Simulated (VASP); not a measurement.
A run of VASP 6.6.1 is set up as follows.

Contents of INCAR:

```
PREC = Accurate
ENCUT = 600
EDIFF = 1E-7
ISMEAR = 0
SIGMA = 0.03
LREAL = F
LASPH = T
NELM = 80
ALGO = Normal
ISIF = 3
LWAVE = F
LCHARG = F
GGA = PE
IBRION = 2
NSW = 90
EDIFFG = -0.005
```

File KPOINTS:

```
regular mesh
0
Gamma
  12 12 5
```

POSCAR

```
Ge                                      
1.0
    4.0558040749      0.0000000000      0.0000000000
   -2.0279020375      3.5124293604     -0.0000000000
    0.0000000000      0.0000000000      6.6916818578
  Ge            
     4
Direct
     0.6666666699999979    0.3333333300000021    0.0628646158450160
     0.3333333300000021    0.6666666699999979    0.5628646158450160
     0.6666666699999979    0.3333333300000021    0.4371353841549839
     0.3333333300000021    0.6666666699999979    0.9371353841549840
```

Potentials or basis: VASP PAW PBE potentials, release 64 (Ge_d).

Launch:

```sh
$ cat potpaw_PBE.64/Ge_d/POTCAR > POTCAR
$ mpirun -np 1 vasp_std > vasp.out
```

(1) Estimate the band gap on the k mesh.

(2) Predict the relaxed cell.

(3) What does it give for the relaxed volume?

Results:

(1) none (metal or under the smearing width).

(2) a = 4.059 Å, b = 4.059 Å, c = 6.694 Å, α = 90.00°, β = 90.00°, γ = 120.00°.

(3) 23.87 Å³/atom.
